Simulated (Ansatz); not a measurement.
# Al: the cost of one run

Computed with Ansatz 0.2.0 (DFT PBEsol, scalar-relativistic, plane waves, PAW, unless a step's input says otherwise).

4 further runs of the same task are left out: 1 that didn't finish, 3 set aside as unsound or not needed.

## Step 1: The starting structure

The structure is cubic, space group Fm-3m (No. 225). Conventional cell: a = 4.016 Å, b = 4.016 Å, c = 4.016 Å, α = 90.00°, β = 90.00°, γ = 90.00°. Al (site symmetry m-3m) has 12 Al at 2.84 Å as nearest neighbours.

As a file:

```
CELL_PARAMETERS angstrom
0.00000 2.00823 2.00823
2.00823 0.00000 2.00823
2.00823 2.00823 0.00000
ATOMIC_POSITIONS crystal
Al 0.00000 0.00000 0.00000
```

This cell was relaxed beforehand with the same method: volume 16.20 Å³/atom, gap on the mesh none (metal).

## Step 2: Phonons at rest

input.yaml reads:

```yaml
crystal:
  lattice:
    - [0.0, 2.008231391, 2.008231391]
    - [2.008231391, 0.0, 2.008231391]
    - [2.008231391, 2.008231391, 0.0]
  atoms:
    - { symbol: Al, position: [0.0, 0.0, 0.0] }
basis:
  ecutwfc: 420
kpoints:
  mp_grid: { grid: [20, 20, 20] }
hamiltonian:
  xc: pbesol
scf:
  occupations: { method: fermi_dirac, width: 0.15 }
output:
  eigenvalues: true
phonons:
  method: dfpt
  eigenvectors: true
  qmesh: [2, 2, 2]
  temperatures: { t_max: 1000, t_step: 100 }
  qpath:
    path:
      - [[0.0, 0.0, 0.0], [0.5, 0.0, 0.5], [0.625, 0.25, 0.625]]
      - [[0.375, 0.375, 0.75], [0.0, 0.0, 0.0], [0.5, 0.5, 0.5], [0.5, 0.25, 0.75], [0.5, 0.0, 0.5]]
    npoints: 8
```

Launch:

```console
ansatz run input.yaml --threads 1 --pin off --max-ram 3072MiB --backend cpu --events-out ev --progress --plain --runs-dir out
```

Q: Estimate wall time and peak memory on 1 thread of Intel Xeon Platinum 8175M at 2.50GHz (Skylake/Cascade Lake), shared host.

About 38 s, with a peak of 0.76 GiB.
